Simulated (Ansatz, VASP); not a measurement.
## Two plane-wave programs on Be

```xyz
1
Lattice="-1.2247 1.2247 1.2247 1.2247 -1.2247 1.2247 1.2247 1.2247 -1.2247" Properties=species:S:1:pos:R:3 pbc="T T T"
Be    0.0000    0.0000    0.0000
```

Alike in both runs: task single point; functional PBE; k mesh 24 × 24 × 24; occupations gaussian, width 0.1 eV; no spin polarisation.

```csv
,VASP,Ansatz
version,VASP 6.6.1,Ansatz 0.2.0
potentials or method,"VASP PAW PBE potentials, release 64 (Be)","scalar-relativistic, plane waves, PAW"
plane-wave cutoff (eV),520,420
valence electrons in the cell,2,2
```

Ansatz gave:

```
gap on the k mesh at the Fermi level (eV) : none
pressure (GPa)                            : 8.5
```

Which values does VASP return?

gap on the k mesh at the Fermi level (eV): none; pressure (GPa): 8.7.

A gap of «none» marks a metal or a gap that the smearing closes.
